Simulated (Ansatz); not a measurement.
# CuO (P-1) in Ansatz: a series of runs

Runs on CuO. Level: LDA. Tasks: single point, equation of state.

All numbers are computed with Ansatz 0.2.0; they aren't measurements. Logs are shortened: lines on timing, memory, paths and dates and some standing lists are left out, and cuts for length are marked.

## 1. The crystal as given

The typed cell holds 4 atoms: a = 2.880 Å, b = 2.880 Å, c = 5.176 Å, α = 89.81°, β = 89.81°, γ = 89.22°.

The cell comes from a database or a generator and needn't be the stable form of this composition.

## 2. Single point, LDA, 10.09 Å³/atom (volume scaled by 0.94)

File input.yaml:

```yaml
crystal:
  lattice:
    - [2.8207191443, 0.0, 0.0]
    - [0.038275131, 2.8205021813, 0.0]
    - [0.0171382374, 0.0168928653, 5.0706699737]
  atoms:
    - { symbol: Cu, position: [0.0, 0.5, 0.0] }
    - { symbol: Cu, position: [0.5, 0.0, 0.5] }
    - { symbol: O, position: [0.99842397, 0.00167178, 0.7498871] }
    - { symbol: O, position: [0.00157603, 0.99832822, 0.2501129] }
kpoints:
  mp_grid: { grid: [9, 9, 5] }
scf:
  occupations: { method: fermi_dirac, width: 0.05 }
hamiltonian:
  xc: lda
  pseudopotentials: { kind: all_electron, lapw: { basis_error: 0.002 } }
output:
  forces: true
  stress: true
  eigenvalues: true
```

Potentials or basis: all-electron LAPW, scalar-relativistic.

The run is started by

```sh
> ansatz run input.yaml --threads 2 --pin off --max-ram 8192MiB --backend cpu --events-out ev --progress --plain --runs-dir out
```

What it wrote:

```text
Warning: RAYON_NUM_THREADS=2 ignored (pool sized by the plan → 2); use --threads N
LAPW: plane waves up to 10.645 Å⁻¹, error target 2.0e-3 eV per atom; small_component_spin mean_spin; O in spheres of 0.847 Å, 8 of its electrons in bands, Dirac shells []; Cu in spheres of 1.049 Å, 19 of its electrons in bands, Dirac shells [] (how accurate: hamiltonian.pseudopotentials.lapw.basis_error, Limitations)
Engine: ansatz 0.2.0, aarch64-unknown-linux-gnu
Pseudopotentials: kind: all_electron
Pseudopotential: Cu, LAPW, valence charge 19, lapw/all_electron/scalar/gaussian/Cu, Koelling and Harmon's equation, gaussian nucleus
Pseudopotential: O, LAPW, valence charge 8, lapw/all_electron/scalar/gaussian/O, Koelling and Harmon's equation, gaussian nucleus
Functional definition: SPW92
  exchange = slater_x
  correlation = pw_c
Crystal: 4 atoms, lattice volume = 40.341 Å³
Basis set: ecut = 431.76914796001574 eV, 817 PW (Γ), exchange–correlation at level 2
Bands: 33, of which v1, the nominal top of the filled ones, is band 27 counted from 1 (26 counted from 0)
Symmetry: 2 space group operations
Space group: P-1 (ITA 2), of the structure as read, at distance tolerance 3.4e-5 Å
k-points: 203 of 405
Non-local potential: Cu, projectors of the file, none
Non-local potential: O, projectors of the file, none
Initial density: superposition of atomic densities (chi_scale 0.1, normalization cell, long waves kept (reshape's long-wave potential 0.00 eV rms))
Initial wavefunctions: plane waves of lowest kinetic energy (no species holds an atomic orbital)
Functional: x = slater, c = lda
iter 1 solved again at ethr=2.13e-2 eV; its pass at ethr=1.00e-1 eV (dr2=1.15e1 eV) is discarded
SCF iter   1: F=—  HF=-94005.893644 eV  |F-HF|=—  |Δ(HF+E_count)|=         —  Δρ=1.65e-1  dr2=1.15e1  ethr=2.13e-2  ⟨swp⟩=2.0  Hψ=43925  notcnv=0
preconditioner: auto → Kerker (q_TF=auto, 2.864 Å⁻¹)  [metal: Δε(μ)=0.004 eV  Ē_g=12.478 eV  σ=0.050 eV  W_gap=0.02  n_scr=16 (ndim 8)  ℏωp=34.1 eV  f_vac=0.003  D(μ)=5.54/eV (n_scr^D=80)]
SCF iter   2: F=—  HF=-94006.716372 eV  |F-HF|=—  |Δ(HF+E_count)|=   8.23e-1  Δρ=9.00e-2  dr2=2.60e0  ethr=2.13e-2  ⟨swp⟩=2.9  Hψ=20819  notcnv=0
SCF iter   3: F=—  HF=-93999.995057 eV  |F-HF|=—  |Δ(HF+E_count)|=    6.72e0  Δρ=3.08e-2  dr2=5.15e-1  ethr=4.82e-3  ⟨swp⟩=3.0  Hψ=21999  notcnv=0
SCF iter   4: F=—  HF=-93999.800129 eV  |F-HF|=—  |Δ(HF+E_count)|=         —  Δρ=1.69e-2  dr2=1.69e-1  ethr=9.54e-4  ⟨swp⟩=2.0  Hψ=20416  notcnv=0
the basis was enlarged: its passes take 337.2 KiB over the memory plan, 2 of 2 planned eigensolver slots
SCF iter   5: F=—  HF=-93999.887100 eV  |F-HF|=—  |Δ(HF+E_count)|=   8.70e-2  Δρ=2.58e-2  dr2=6.37e-1  ethr=3.13e-4  ⟨swp⟩=2.0  Hψ=20487  notcnv=0  recentre
SCF iter   6: F=—  HF=-93999.761190 eV  |F-HF|=—  |Δ(HF+E_count)|=   1.26e-1  Δρ=6.38e-3  dr2=2.76e-2  ethr=3.13e-4  ⟨swp⟩=2.0  Hψ=19999  notcnv=0
iter 7 solved again at ethr=2.30e-6 eV; its pass at ethr=5.11e-5 eV (dr2=1.24e-3 eV) is discarded
SCF iter   7: F=—  HF=-93999.751113 eV  |F-HF|=—  |Δ(HF+E_count)|=   1.01e-2  Δρ=2.16e-3  dr2=1.24e-3  ethr=2.30e-6  ⟨swp⟩=2.0  Hψ=33118  notcnv=0
SCF iter   8: F=—  HF=-93999.750843 eV  |F-HF|=—  |Δ(HF+E_count)|=   2.70e-4  Δρ=9.85e-4  dr2=3.77e-4  ethr=2.29e-6  ⟨swp⟩=2.0  Hψ=19396  notcnv=0
SCF iter   9: F=—  HF=-93999.750798 eV  |F-HF|=—  |Δ(HF+E_count)|=   4.52e-5  Δρ=2.29e-4  dr2=2.34e-5  ethr=6.98e-7  ⟨swp⟩=2.0  Hψ=19396  notcnv=0
SCF iter  10: F=—  HF=-93999.750796 eV  |F-HF|=—  |Δ(HF+E_count)|=   1.34e-6  Δρ=5.36e-5  dr2=9.53e-7  ethr=4.34e-8  ⟨swp⟩=2.0  Hψ=19396  notcnv=0
SCF iter  11: F=—  HF=-93999.750796 eV  |F-HF|=—  |Δ(HF+E_count)|=   1.97e-7  Δρ=1.77e-5  dr2=1.28e-7  ethr=1.76e-9  ⟨swp⟩=2.0  Hψ=19396  notcnv=0
SCF iter  12: F=—  HF=-93999.750796 eV  |F-HF|=—  |Δ(HF+E_count)|=   1.16e-8  Δρ=1.27e-5  dr2=5.99e-8  ethr=2.37e-10  ⟨swp⟩=2.3  Hψ=19466  notcnv=0
SCF iter  13: F=-93999.750796 eV  HF=-93999.750796 eV  |F-HF|=1.72e-8  |Δ(HF+E_count)|=   2.71e-8  Δρ=4.90e-6  dr2=1.30e-8  ethr=1.11e-10  ⟨swp⟩=2.0  Hψ=19396  notcnv=0
SCF 1 converged in 13 iterations: F = -93999.750796 eV  dr2 = 1.30e-8
SCF converged after 13 iterations
Free energy (F): -93999.750796 eV
Harris-Foulkes:  -93999.750796 eV  (|F-HF|=1.72e-8)
Internal energy: -93999.731956 eV  (E = F + TS)
E sigma→0 (E₀):  -93999.741376 eV
Entropy (-TS):   -0.018840 eV (-4.710 meV/atom)
Fermi energy:    12.150200 eV
--- Per-component energies (eV) ---
  E_band       = -2837.608273
  E_kinetic    = 95496.097503
  E_xc         = -3977.802211
  E_electrostatic = -185518.027248  (all electrons and nuclei)
  E_smearing   = -0.018840  (= −TS)
  E_closure    = 0.000000  (closes the sum)
  E_atoms      = -93976.276714  (free atoms, spherical and without spin; not in F)
  Σ components = -93999.750796   (vs F -93999.750796, Δ=0.00e0)
  Basis errors (estimates in eV, not in F): energy 8.6e-4 per atom: plane waves 8.0e-4 (4.8e-4 summed), levels above the bands 8.0e-102, relativity 9.1e-9, radial functions 6.0e-5, core shells 1.6e-8; eigenvalues (radial functions only) 1.6e-5; not estimated: angular momenta, meshes, grids; target (lapw.basis_error) 2.0e-3; muffin-tin radii O 0.847 Å, Cu 1.049 Å
--- Forces (eV/Å), atoms counted from 1 ---
  atom   1  Cu     0.00000000     0.00000000     0.00000000
  atom   2  Cu     0.00000000     0.00000000     0.00000000
  atom   3  O      0.00333841    -0.00505256     0.01119155
  atom   4  O     -0.00333841     0.00505256    -0.01119155
  max |Σ_I F_I| component: 0.00e0 eV/Å
--- Stress (GPa, compression-positive) ---
        3.394348      -0.066298       0.002075
       -0.066298       3.332090       0.018665
        0.002075       0.018665       1.979896
  P = ⅓ Tr σ = 2.9021 GPa (29.021 kbar)
--- Band table (eV; the first three rows and the last of 203) ---
  k-point 0: bands = ["-490.8682", "-490.8682", "-100.0408", "-100.0366", "-57.9738", "-57.9689", "-57.9349", "-57.9249", "-57.6710", "-57.6679", "-8.2268", "-6.6724", "3.0106", "6.0552", "6.0857", "7.8427", "8.3193", "8.3414", "8.3467", "8.7042", "9.0992", "9.4468", "9.4585", "9.5057", "9.6025", "9.9514", "12.8561", "12.8921", "13.8142", "18.3078", "19.6928", "25.8755", "27.1089"]
  k-point 1: bands = ["-490.8682", "-490.8682", "-100.0408", "-100.0366", "-57.9738", "-57.9689", "-57.9342", "-57.9256", "-57.6710", "-57.6680", "-8.1055", "-6.8583", "3.4412", "6.0778", "6.1035", "7.6143", "8.0556", "8.1124", "8.1158", "8.3162", "9.3662", "9.5149", "9.5931", "9.8049", "9.8209", "9.8553", "12.6660", "12.6987", "14.3157", "17.4840", "20.8589", "25.9776", "26.6352"]
  k-point 2: bands = ["-490.8682", "-490.8682", "-100.0408", "-100.0366", "-57.9738", "-57.9689", "-57.9326", "-57.9272", "-57.6710", "-57.6680", "-7.7670", "-7.2966", "4.5866", "6.1200", "6.1275", "6.1332", "7.8546", "7.8554", "8.1410", "8.2709", "9.4995", "9.5390", "9.5687", "9.6529", "10.3515", "10.3619", "12.2882", "12.3055", "15.3335", "16.4046", "22.8236", "24.9438", "26.3028"]
  k-point 202: bands = ["-490.8682", "-490.8682", "-100.0395", "-100.0354", "-57.9938", "-57.9701", "-57.9298", "-57.9259", "-57.6841", "-57.6716", "-7.3152", "-6.5265", "4.3782", "4.5320", "5.7339", "6.0848", "7.2998", "7.5745", "8.6384", "9.1587", "9.2319", "9.4348", "9.6570", "9.8912", "10.1112", "10.4270", "12.0528", "12.6396", "15.9025", "17.8534", "20.1503", "23.0202", "23.9607"]
```

Run time: 76 s. Hardware: 2 threads of Arm Neoverse V1, shared host; peak memory 1.2 GiB.

Results:

| Property | Result |
| --- | --- |
| Free energy | -93999.7508 eV |
| Pressure | 2.9 GPa |
| Largest force | 0.013 eV/Å |
| Band gap on the k mesh | none (metal or under the smearing width) |

Caveat: the run has no spin polarisation, though such a crystal can be magnetic; semilocal functionals often make such compounds metallic where correlation or magnetic order opens a gap, which also shifts bond lengths.

## 3. Single point, LDA, 10.30 Å³/atom (volume scaled by 0.96)

Edit input.yaml of step 2 so:

```diff
@@ -2,5 +2,5 @@
   lattice:
-    - [2.8207191443, 0.0, 0.0]
-    - [0.038275131, 2.8205021813, 0.0]
-    - [0.0171382374, 0.0168928653, 5.0706699737]
+    - [2.8405840181, 0.0, 0.0]
+    - [0.038544683, 2.8403655272, 0.0]
+    - [0.0172589332, 0.017011833, 5.1063800938]
   atoms:
```

Potentials or basis: all-electron LAPW, scalar-relativistic.

The run is started by

```sh
> ansatz run input.yaml --threads 2 --pin off --max-ram 8192MiB --backend cpu --events-out ev --progress --plain --runs-dir out
```

Run time: 72 s. Hardware: 2 threads of Arm Neoverse V1, shared host; peak memory 1.1 GiB.

Results (log left out):

* Free energy: -93999.7549 eV
* Pressure: -1.3 GPa
* Largest force: 0.013 eV/Å
* Band gap on the k mesh: none (metal or under the smearing width)

Caveat: the run has no spin polarisation, though such a crystal can be magnetic; semilocal functionals often make such compounds metallic where correlation or magnetic order opens a gap, which also shifts bond lengths.

## 4. Single point, LDA, 10.51 Å³/atom (volume scaled by 0.98)

Edit input.yaml of step 3 so:

```diff
@@ -2,5 +2,5 @@
   lattice:
-    - [2.8405840181, 0.0, 0.0]
-    - [0.038544683, 2.8403655272, 0.0]
-    - [0.0172589332, 0.017011833, 5.1063800938]
+    - [2.8601748718, 0.0, 0.0]
+    - [0.0388105168, 2.859954874, 0.0]
+    - [0.0173779641, 0.0171291597, 5.1415976211]
   atoms:
```

The run is started by

```sh
> ansatz run input.yaml --threads 2 --pin off --max-ram 8192MiB --backend cpu --events-out ev --progress --plain --runs-dir out
```

Wall time 72 s (2 threads of Arm Neoverse V1, shared host); peak memory 1.1 GiB.

The run converged. Its results:

```yaml
Free_energy: -93999.7378 eV
Pressure: -5.0 GPa
Largest_force: 0.014 eV/Å
Band_gap_on_the_k_mesh: none (metal or under the smearing width)
```

Caveat: the run has no spin polarisation, though such a crystal can be magnetic; semilocal functionals often make such compounds metallic where correlation or magnetic order opens a gap, which also shifts bond lengths.

## 5. Single point, LDA, 10.73 Å³/atom

Edit input.yaml of step 4 so:

```diff
@@ -2,5 +2,5 @@
   lattice:
-    - [2.8601748718, 0.0, 0.0]
-    - [0.0388105168, 2.859954874, 0.0]
-    - [0.0173779641, 0.0171291597, 5.1415976211]
+    - [2.8795009639, 0.0, 0.0]
+    - [0.039072758, 2.8792794796, 0.0]
+    - [0.0174953863, 0.0172449008, 5.1763391994]
   atoms:
```

The run is started by

```sh
> ansatz run input.yaml --threads 2 --pin off --max-ram 8192MiB --backend cpu --events-out ev --progress --plain --runs-dir out
```

It took 74 s on 2 threads of Arm Neoverse V1, shared host; peak memory 1.1 GiB.

The run converged. Its results:

```yaml
Free_energy: -93999.7019 eV
Pressure: -8.3 GPa
Largest_force: 0.015 eV/Å
Band_gap_on_the_k_mesh: none (metal or under the smearing width)
```

Caveat: the run has no spin polarisation, though such a crystal can be magnetic; semilocal functionals often make such compounds metallic where correlation or magnetic order opens a gap, which also shifts bond lengths.

## 6. Single point, LDA, 10.94 Å³/atom (volume scaled by 1.02)

Edit input.yaml of step 5 so:

```diff
@@ -2,5 +2,5 @@
   lattice:
-    - [2.8795009639, 0.0, 0.0]
-    - [0.039072758, 2.8792794796, 0.0]
-    - [0.0174953863, 0.0172449008, 5.1763391994]
+    - [2.8985710625, 0.0, 0.0]
+    - [0.0393315255, 2.8983481113, 0.0]
+    - [0.0176112532, 0.0173591088, 5.2106205905]
   atoms:
```

Potentials or basis: all-electron LAPW, scalar-relativistic.

The run is started by

```sh
> ansatz run input.yaml --threads 2 --pin off --max-ram 8192MiB --backend cpu --events-out ev --progress --plain --runs-dir out
```

It took 58 s on 2 threads of Arm Neoverse V1, shared host; peak memory 1.2 GiB.

The run converged. Its results:

- Free energy: -93999.6493 eV
- Pressure: -11.3 GPa
- Largest force: 0.016 eV/Å
- Band gap on the k mesh: none (metal or under the smearing width)

Caveat: the run has no spin polarisation, though such a crystal can be magnetic; semilocal functionals often make such compounds metallic where correlation or magnetic order opens a gap, which also shifts bond lengths.

## 7. Single point, LDA, 11.16 Å³/atom (volume scaled by 1.04)

Edit input.yaml of step 6 so:

```diff
@@ -2,5 +2,5 @@
   lattice:
-    - [2.8985710625, 0.0, 0.0]
-    - [0.0393315255, 2.8983481113, 0.0]
-    - [0.0176112532, 0.0173591088, 5.2106205905]
+    - [2.9173934799, 0.0, 0.0]
+    - [0.0395869322, 2.917169081, 0.0]
+    - [0.0177256152, 0.0174718334, 5.2444567372]
   atoms:
```

The run is started by

```sh
> ansatz run input.yaml --threads 2 --pin off --max-ram 8192MiB --backend cpu --events-out ev --progress --plain --runs-dir out
```

Run time: 62 s. Hardware: 2 threads of Arm Neoverse V1, shared host; peak memory 1.2 GiB.

Results (log left out):

- Free energy: -93999.5818 eV
- Pressure: -13.9 GPa
- Largest force: 0.017 eV/Å
- Band gap on the k mesh: none (metal or under the smearing width)

Caveat: the run has no spin polarisation, though such a crystal can be magnetic; semilocal functionals often make such compounds metallic where correlation or magnetic order opens a gap, which also shifts bond lengths.

## 8. Single point, LDA, 11.37 Å³/atom (volume scaled by 1.06)

Edit input.yaml of step 7 so:

```diff
@@ -2,5 +2,5 @@
   lattice:
-    - [2.9173934799, 0.0, 0.0]
-    - [0.0395869322, 2.917169081, 0.0]
-    - [0.0177256152, 0.0174718334, 5.2444567372]
+    - [2.935976105, 0.0, 0.0]
+    - [0.0398390851, 2.9357502767, 0.0]
+    - [0.0178385202, 0.017583122, 5.2778618209]
   atoms:
```

The run is started by

```sh
> ansatz run input.yaml --threads 2 --pin off --max-ram 8192MiB --backend cpu --events-out ev --progress --plain --runs-dir out
```

Run time: 61 s. Hardware: 2 threads of Arm Neoverse V1, shared host; peak memory 1.2 GiB.

The run converged. Its results:

- Free energy: -93999.5013 eV
- Pressure: -16.2 GPa
- Largest force: 0.017 eV/Å
- Band gap on the k mesh: none (metal or under the smearing width)

Caveat: the run has no spin polarisation, though such a crystal can be magnetic; semilocal functionals often make such compounds metallic where correlation or magnetic order opens a gap, which also shifts bond lengths.

## 9. Equation of state, LDA

Potentials or basis: all-electron LAPW, scalar-relativistic.

No new run: the results of the series are fitted here.

What came out:

| Quantity | Value |
| --- | --- |
| Equilibrium volume | 10.23 Å³/atom |
| Bulk modulus at fixed shape and positions | 196 GPa |
| Pressure derivative of the bulk modulus | 4.7 |

Energy against volume, from the lowest point:
```csv
volume (Å³/atom),energy (meV/atom)
10.085,1.02
10.300,0.00
10.515,4.28
10.729,13.25
10.944,26.40
11.158,43.26
11.373,63.40
```

Caveat: the cell was scaled at fixed shape and fractional positions, which overstates the stiffness of a crystal with free parameters, most of all of layers and chains; the run has no spin polarisation, though such a crystal can be magnetic.
